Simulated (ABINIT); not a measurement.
# BN (F-43m) in ABINIT: notebook

The runs below take BN through equation of state, band structure, with PBE, LDA-PZ.

Program: ABINIT 10.8.3 (patched build). These are calculated values, not measurements. Logs are shortened: lines on timing, memory, paths and dates and some standing lists are left out, and cuts for length are marked. The log counts tension as positive stress, the text compression.

**Experimental background.**

“Effect of nanostructuration on compressibility of cubic BN”, 2012, arxiv:1208.3664 quotes, for a bulk crystal of BN at 300 K: bulk modulus 395 ± 2 GPa.

How close the calculation comes is told below.

### Step 1. The structure

Symmetry: F-43m, No. 216, cubic system. The conventional cell has a = 3.626 Å, b = 3.626 Å, c = 3.626 Å, α = 90.00°, β = 90.00°, γ = 90.00°. N (site symmetry -43m) has 4 B at 1.57 Å as nearest neighbours. B (site symmetry -43m) is surrounded by 4 N at 1.57 Å.

The cell is a database's computed one.

### Step 2. Equation of state, PBE

run.abi reads:

```
# Datasets: one volume each
ndtset 7
getwfk -1
scalecart1 3*0.9795861087
scalecart2 3*0.9864848297
scalecart3 3*0.9932883884
scalecart4 3*1.0000000000
scalecart5 3*1.0066227096
scalecart6 3*1.0131594038
scalecart7 3*1.0196128224

# Pseudopotentials
pp_dirpath "./"
pseudos "N.upf, B.upf"

# Structure
acell 3*1.0 Angstrom
rprim
     0.0000000000     1.8130010000     1.8130010000
     1.8130010000     0.0000000000     1.8130010000
     1.8130010000     1.8130010000     0.0000000000
ntypat 2
znucl 7 5
natom 2
typat 1 2
xred
     0.2500000000     0.2500000000     0.2500000000
     0.0000000000     0.0000000000     0.0000000000

# Plane-wave basis
ecut 42.0

# k points
kptopt 1
ngkpt 13 13 13
nshiftk 1
shiftk 0.0 0.0 0.0

# Exchange and correlation
ixc 11

# Bands and occupations
nband 8
occopt 3
tsmear 0.05 eV

# SCF cycle
nstep 100
tolvrs 1.0e-10

# Output
iomode 3
prtwf 1
prtden 0
prteig 0
prtebands 0
enunit 2
```

Potentials or basis: PseudoDojo NC SR PBE v0.5 standard.

Started as:

```sh
$ abinit run.abi > log 2>&1
```

run.abo:

```text
.Version 10.8.3 of ABINIT
 DATASET    1 : space group F-4 3 m (#216); Bravais cF (face-center cubic)
================================================================================
 Values of the parameters that define the memory need for DATASET  1.
     intxc =       0    ionmov =       0      iscf =       7    lmnmax =       4
     lnmax =       4     mgfft =      30  mpssoang =       2    mqgrid =    3001
     natom =       2  nloc_mem =       1    nspden =       1   nspinor =       1
    nsppol =       1      nsym =      24    n1xccc =    2501    ntypat =       2
    occopt =       3   xclevel =       2
       mpw =         998          nfft =       27000          nkpt =          84
================================================================================
================================================================================
[... 61 lines left out ...]
 DATASET    7 : space group F-4 3 m (#216); Bravais cF (face-center cubic)
================================================================================
 Values of the parameters that define the memory need for DATASET  7.
     intxc =       0    ionmov =       0      iscf =       7    lmnmax =       4
     lnmax =       4     mgfft =      30  mpssoang =       2    mqgrid =    3001
     natom =       2  nloc_mem =       1    nspden =       1   nspinor =       1
    nsppol =       1      nsym =      24    n1xccc =    2501    ntypat =       2
    occopt =       3   xclevel =       2
       mpw =        1127          nfft =       27000          nkpt =          84
================================================================================
================================================================================

--------------------------------------------------------------------------------
------------- Echo of variables that govern the present computation ------------
--------------------------------------------------------------------------------
 -outvars: echo values of preprocessed input variables --------
            acell      1.8897261259E+00  1.8897261259E+00  1.8897261259E+00 Bohr
              amu      1.40067400E+01  1.08110000E+01
             ecut      4.20000000E+01 Hartree
           enunit           2
           getwfk          -1
                       outvar_i_n : Printing only first  50 k-points.
              ixc          11
           jdtset        1    2    3    4    5    6    7
                       outvar_i_n : Printing only first  50 k-points.
         kptrlatt       13    0    0      0   13    0      0    0   13
          kptrlen1     6.17018064E+01
          kptrlen2     6.21363405E+01
          kptrlen3     6.25648805E+01
          kptrlen4     6.29876290E+01
          kptrlen5     6.34047778E+01
          kptrlen6     6.38165087E+01
          kptrlen7     6.42229942E+01
            natom           2
            nband           8
           ndtset           7
            ngfft          30      30      30
             nkpt          84
[... 62 lines left out ...]
             xred      2.5000000000E-01  2.5000000000E-01  2.5000000000E-01
                       0.0000000000E+00  0.0000000000E+00  0.0000000000E+00
            znucl        7.00000    5.00000

================================================================================

 chkinp: Checking input parameters for consistency, jdtset=   1.

 chkinp: Checking input parameters for consistency, jdtset=   2.
[... 33 lines left out ...]
 getcut: wavevector=  0.0000  0.0000  0.0000  ngfft=  30  30  30
         ecut(hartree)=     42.000   => boxcut(ratio)=   2.16900

--- Pseudopotential description ------------------------------------------------
- pspini: atom type   1  psp file is ./N.upf
12 -101130 1 -1 1058                          pspcod,pspxc,lmax,lloc,mmax
     nproj     2     2

- pspini: atom type   2  psp file is ./B.upf
12 -101130 1 -1 1534                          pspcod,pspxc,lmax,lloc,mmax
     nproj     2     2

   6.87857989E+01                                ecore*ucvol(ha*bohr**3)
--------------------------------------------------------------------------------

================================================================================

--- !BeginCycle
iteration_state: {dtset: 1, }
solver: {iscf: 7, nstep: 100, nline: 4, wfoptalg: 0, }
tolerances: {tolvrs: 1.00E-10, }
...
[... 1039 lines left out ...]
-Cartesian components of stress tensor (GPa)         [Pressure= -2.0022E+01 GPa]
- sigma(1 1)=  2.00215380E+01  sigma(3 2)=  0.00000000E+00
- sigma(2 2)=  2.00215380E+01  sigma(3 1)=  0.00000000E+00
- sigma(3 3)=  2.00215380E+01  sigma(2 1)=  0.00000000E+00

== END DATASET(S) ==============================================================
================================================================================

 -outvars: echo values of variables after computation  --------
            acell      1.8897261259E+00  1.8897261259E+00  1.8897261259E+00 Bohr
           etotal1    -1.3400805292E+01
           etotal2    -1.3401902710E+01
           etotal3    -1.3402513278E+01
           etotal4    -1.3402680900E+01
           etotal5    -1.3402445249E+01
           etotal6    -1.3401842353E+01
           etotal7    -1.3400905167E+01
            fcart1     4.3876065592E-30  4.3876065592E-30 -1.3162819678E-29
                      -4.3876065592E-30 -4.3876065592E-30  1.3162819678E-29
            fcart2    -4.9793405623E-30 -4.9793405623E-30  1.4938021687E-29
                       4.9793405623E-30  4.9793405623E-30 -1.4938021687E-29
            fcart3    -2.4726172097E-30 -2.4726172097E-30  7.4178516290E-30
                       2.4726172097E-30  2.4726172097E-30 -7.4178516290E-30
            fcart4     9.8240878533E-30  9.8240878533E-30 -2.9472263560E-29
                      -9.8240878533E-30 -9.8240878533E-30  2.9472263560E-29
            fcart5    -4.8797269124E-30 -4.8797269124E-30  1.4639180737E-29
                       4.8797269124E-30  4.8797269124E-30 -1.4639180737E-29
[... 38 lines left out ...]
                       0.0000000000E+00  0.0000000000E+00  0.0000000000E+00
           xangst1     8.8799529733E-01  8.8799529733E-01  8.8799529733E-01
                       0.0000000000E+00  0.0000000000E+00  0.0000000000E+00
           xangst2     8.9424899137E-01  8.9424899137E-01  8.9424899137E-01
                       0.0000000000E+00  0.0000000000E+00  0.0000000000E+00
           xangst3     9.0041642073E-01  9.0041642073E-01  9.0041642073E-01
                       0.0000000000E+00  0.0000000000E+00  0.0000000000E+00
           xangst4     9.0650050000E-01  9.0650050000E-01  9.0650050000E-01
                       0.0000000000E+00  0.0000000000E+00  0.0000000000E+00
           xangst5     9.1250398956E-01  9.1250398956E-01  9.1250398956E-01
                       0.0000000000E+00  0.0000000000E+00  0.0000000000E+00
           xangst6     9.1842950612E-01  9.1842950612E-01  9.1842950612E-01
                       0.0000000000E+00  0.0000000000E+00  0.0000000000E+00
           xangst7     9.2427953331E-01  9.2427953331E-01  9.2427953331E-01
                       0.0000000000E+00  0.0000000000E+00  0.0000000000E+00
             xred      2.5000000000E-01  2.5000000000E-01  2.5000000000E-01
                       0.0000000000E+00  0.0000000000E+00  0.0000000000E+00
 Calculation completed.
```

Wall time 61 s (1 thread of AMD EPYC 9R45 (Zen 5), shared host); peak memory 0.13 GiB.

What came out:

```
Equilibrium volume                      : 5.95 Å³/atom
Bulk modulus                            : 371 GPa
Pressure derivative of the bulk modulus : 3.7
```

Energy against volume, from the lowest point:
```
volume (Å³/atom)  energy (meV/atom)
           5.602              25.52
           5.721              10.59
           5.840               2.28
           5.959               0.00
           6.078               3.21
           6.198              11.41
           6.317              24.16
```

Caveat: pressures at fixed basis lie under the slope of the energies.

### Step 3. Band structure, LDA-PZ

run.abi reads:

```
ndtset 2

pp_dirpath "./"
pseudos "N.LDA_PW-JTH.xml, B.LDA_PW-JTH.xml"

acell 3*1.0 Angstrom
rprim
     0.0000000000     1.8130010000     1.8130010000
     1.8130010000     0.0000000000     1.8130010000
     1.8130010000     1.8130010000     0.0000000000
ntypat 2
znucl 7 5
natom 2
typat 1 2
xred
     0.2500000000     0.2500000000     0.2500000000
     0.0000000000     0.0000000000     0.0000000000

ecut 25.0
pawecutdg 47.0

ixc 2

occopt 3
tsmear 0.05 eV

nstep 100

iomode 3
prtwf 0
prteig 0
prtebands 0
prtden1 1

kptopt1 1
ngkpt1 13 13 13
nshiftk1 1
shiftk1 0.0 0.0 0.0
nband1 8
tolvrs1 1.0e-9

iscf2 -2
getden2 1
nband2 12
nbdbuf2 2
tolwfr2 1.0e-12
kptopt2 -9
ndivsm2 5
prteig2 1
kptbounds2
     0.0000000000     0.0000000000     0.0000000000
     0.5000000000     0.0000000000     0.5000000000
     0.5000000000     0.2500000000     0.7500000000
     0.3750000000     0.3750000000     0.7500000000
     0.0000000000     0.0000000000     0.0000000000
     0.5000000000     0.5000000000     0.5000000000
     0.6250000000     0.2500000000     0.6250000000
     0.5000000000     0.2500000000     0.7500000000
     0.5000000000     0.5000000000     0.5000000000
     0.3750000000     0.3750000000     0.7500000000
```

Potentials or basis: JTH PAW LDA v2.0.

Started as:

```sh
$ abinit run.abi > log 2>&1
```

Wall time 9.3 s (1 thread of AMD EPYC 9R45 (Zen 5), shared host); peak memory 0.13 GiB.

It converged, with:

| Property | Result |
| --- | --- |
| Free energy | -354.1586 eV |
| Band gap on the k mesh | 4.40 eV, indirect (least direct gap 8.63 eV) |
| Valence electrons inside the program's atomic spheres | N 2.67; B 2.06 |

Levels at the corners of the path, in eV from the valence-band top:
```tsv
point	band 1	band 2	band 3	band 4	band 5	band 6	band 7	band 8
Γ	-19.98	0.00	0.00	0.00	8.63	8.63	8.63	10.26
X	-14.38	-8.84	-4.89	-4.89	4.33	9.08	17.56	17.56
W	-14.05	-7.48	-6.96	-6.51	9.40	13.11	14.18	14.50
K	-14.28	-8.04	-7.66	-4.06	6.76	12.67	15.52	16.39
Γ	-19.98	0.00	0.00	0.00	8.63	8.63	8.63	10.26
L	-15.74	-10.64	-1.93	-1.93	10.07	10.51	10.51	14.92
U	-14.28	-8.04	-7.66	-4.06	6.76	12.67	15.52	16.39
W	-14.05	-7.48	-6.96	-6.51	9.40	13.11	14.18	14.50
L	-15.74	-10.64	-1.93	-1.93	10.07	10.51	10.51	14.92
K	-14.28	-8.04	-7.66	-4.06	6.76	12.67	15.52	16.39
```

Caveat: the cutoff is too short for stress, so the log's stress isn't used; an odd mesh through Γ misses points on the zone boundary, where band edges often lie.

### Step 4. How close it comes

Step 2. A measured bulk modulus of BN is 395 GPa (300 K; quoted in “Effect of nanostructuration on compressibility of cubic BN”, 2012, arxiv:1208.3664); the calculated 371 GPa misses it by -6.0 %. The fit is for a static lattice scaled at fixed shape and fixed fractional positions.

Step 3. The gap isn't set beside the measured one, since this odd mesh misses points on the zone boundary.
